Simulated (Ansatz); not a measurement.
TiTe2:

```
Te Ti
1.0
     3.77700    0.00000    0.00000
    -1.88850    3.27098    0.00000
     0.00000    0.00000    6.49800
Te Ti
2 1
Direct
  0.33333 0.66667 0.73720
  0.66667 0.33333 0.26280
  0.00000 0.00000 0.00000
```

```yaml
Program: Ansatz 0.2.0
Task: relaxation of cell and atoms
Functional: RPBE
Dispersion: D3(BJ)
Potentials_or_basis: Ansatz PAW
Cutoff: "420 eV (not typed: the program's choice for these potentials)"
k_mesh: 8 × 8 × 4
Occupations: fermi-dirac, width 0.05 eV
Spin: no spin polarisation
```

At the start: volume 26.76 Å³/atom.

Q: How do energy, volume and symmetry change on relaxing?

A: It ends after 8 steps and the volume is 18.17 Å³/atom (-32.1 %); space group P-3m1 (No. 164, to 0.05 Å).

The path:
```
step  energy change (eV)  largest force (eV/Å)  volume (Å³)
   1              0.0000                0.5028        80.28
   2             -0.8831                0.9379        70.06
   3             -1.7107                0.7308        60.86
   4             -1.8870                1.3607        52.50
   5             -1.9924                0.1757        54.30
   6             -1.9995                0.0378        54.63
   7             -1.9997                0.0021        54.51
   8             -1.9948                0.0016        54.51
```

Final structure:
```
Te Ti
1.0
     3.23939    0.00000    0.00000
    -1.61970    2.80540    0.00000
     0.00000    0.00000    5.99854
Te Ti
2 1
Direct
  0.33333 0.66667 0.69913
  0.66667 0.33333 0.30087
  0.00000 0.00000 0.00000
```

Caveat: the volume moved by over 15 % at a fixed basis, so the end points are rough; the plane-wave basis is chosen anew once the cell has moved, so the energies of steps on either side of that aren't comparable; the volume moved by -32 % from the deposited cell, more than functionals usually miss; the PAW data sets come from PBE, with cores solved anew for the run's functional, which leaves a small shift of forces and pressure.
